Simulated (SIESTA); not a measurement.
The system is BeTe.

```
CELL_PARAMETERS angstrom
0.00000 2.77000 2.77000
2.77000 0.00000 2.77000
2.77000 2.77000 0.00000
ATOMIC_POSITIONS crystal
Te 0.75000 0.75000 0.75000
Be 0.00000 0.00000 0.00000
```

Base run:

- Program: SIESTA 5.4.2
- Functional: PBE
- Potentials or basis: SG15 1.2 (PBE files) or PseudoDojo by element
- Basis: DZP (energy shift 0.003 Ry; two zetas on semicore shells)
- Grid cutoff: 800 Ry
- Energy shift: 0.003 Ry
- k mesh: 8 × 8 × 8
- Occupations: fermi-dirac, width 0.05 eV
- Spin: no spin polarisation

Its results: band gap on the k mesh 2.02 eV, indirect (least direct gap 3.66 eV); pressure 3.7 GPa.

Q: After a change of settings the same cell gave: band gap on the k mesh 2.17 eV, indirect (least direct gap 3.62 eV); pressure 4.1 GPa. Which change was it?
A. potentials or basis from SG15 1.2 (PBE files) or PseudoDojo by element to SPMS 1.0 (PBE files) or PseudoDojo by element
B. potentials or basis from SG15 1.2 (PBE files) or PseudoDojo by element to PseudoDojo 0.4 stringent (PBE files); valence electrons from 20 to 28
C. potentials or basis from SG15 1.2 (PBE files) or PseudoDojo by element to PseudoDojo 0.5 standard with PseudoDojo 0.4 standard (PBE files)
D. potentials or basis from SG15 1.2 (PBE files) or PseudoDojo by element to Ansatz NC with PseudoDojo 0.4 standard (PBE files)

A: B.

Caveats: spin-orbit coupling is left out, which moves the levels of the heavy elements; the basis of atomic orbitals isn't converged, which shifts pressures, moduli and gaps; short orbitals over semicore shells can move pressures by several GPa (some runs); the valence orbitals were made in a potential fitted to the semicore shell under them, which widens gaps by tenths of an eV or more (some runs).
